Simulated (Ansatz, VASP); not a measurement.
This is a calculation of Ga for Ansatz 0.2.0.

File input.yaml:

```yaml
crystal:
  lattice:
    - [2.71648, 0.0, 0.0]
    - [0.0, 2.71648, 0.0]
    - [0.0, 0.0, 2.71648]
  atoms:
    - { symbol: Ga, position: [0.0, 0.0, 0.0] }
hamiltonian:
  xc: pbe
  pseudopotentials: { kind: paw }
kpoints:
  mp_grid: { grid: [10, 10, 10] }
scf:
  occupations: { method: gaussian, width: 0.012 }
output:
  forces: true
  stress: true
  eigenvalues: true
```

Potentials or basis: Ansatz PAW.

Launch:

```bash
$ ansatz run input.yaml --threads 2 --pin off --max-ram 5632MiB --backend cpu --events-out ev --progress --plain --runs-dir out
```

**Question.** Set up the same calculation for VASP 6.6.1. Potentials there: VASP PAW PBE potentials, release 64 (Ga_d).

**Answer.** As run (the cutoff follows the program's own potentials):

The input INCAR:

```
PREC = Accurate
ENCUT = 520
EDIFF = 1E-7
ISMEAR = 0
SIGMA = 0.012
LREAL = F
LASPH = T
NELM = 80
ALGO = Normal
ISIF = 2
LWAVE = F
LCHARG = F
GGA = PE
NBANDS = 12
```

The input KPOINTS:

```
regular mesh
0
Gamma
  10 10 10
```

POSCAR

```
Ga
1.0
    2.7164800000      0.0000000000      0.0000000000
    0.0000000000      2.7164800000      0.0000000000
    0.0000000000      0.0000000000      2.7164800000
Ga
1
Direct
    0.0000000000      0.0000000000      0.0000000000
```

Potentials or basis: VASP PAW PBE potentials, release 64 (Ga_d).

Run with:

```console
$ cat potpaw_PBE.64/Ga_d/POTCAR > POTCAR
$ mpirun -np 1 vasp_std > vasp.out
```

Both were run:

|  | VASP | Ansatz | Ansatz less VASP |
| --- | --- | --- | --- |
| gap on the k mesh at the Fermi level (eV) | none | none | - |
| pressure (GPa) | 0.7 | 0.6 | -0.12 |

A gap of «none» marks a metal or a gap that the smearing closes.
